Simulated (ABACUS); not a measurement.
The system is Hg.

```
CELL_PARAMETERS angstrom
-1.87674 1.87674 1.91684
1.87674 -1.87674 1.91684
1.87674 1.87674 -1.91684
ATOMIC_POSITIONS crystal
Hg 0.50000 0.50000 0.00000
```

```yaml
Program: ABACUS 3.10.1
Task: single point
Functional: PBE
Potentials_or_basis: PseudoDojo NC SR 0.4.1 PBE standard
Cutoff: 898 eV
Density_cutoff: 3592 eV
Basis: plane waves
k_mesh: 10 × 10 × 10
Occupations: fermi-dirac, width 0.05 eV
Spin: no spin polarisation
```

On this cell: pressure 1.4 GPa; band gap on the k mesh none (metal or under the smearing width).

The same run follows on a disturbed copy (cell strained at random at fixed volume):

```xyz
1
Lattice="-1.9130 1.8561 1.9215 1.8750 -1.8958 1.9232 1.8916 1.8745 -1.9604" Properties=species:S:1:pos:R:3 pbc="T T T"
Hg   -0.0380   -0.0189    1.9169
```

Q: What does the disturbed cell give?

A: The energy (extrapolated to zero smearing) moves by +0.1 meV/atom; pressure 1.3 GPa; band gap on the k mesh none (metal or under the smearing width).

Stress tensor (GPa, compression positive):
```
1.36 0.04 0.13
0.04 1.15 0.13
0.13 0.13 1.43
```
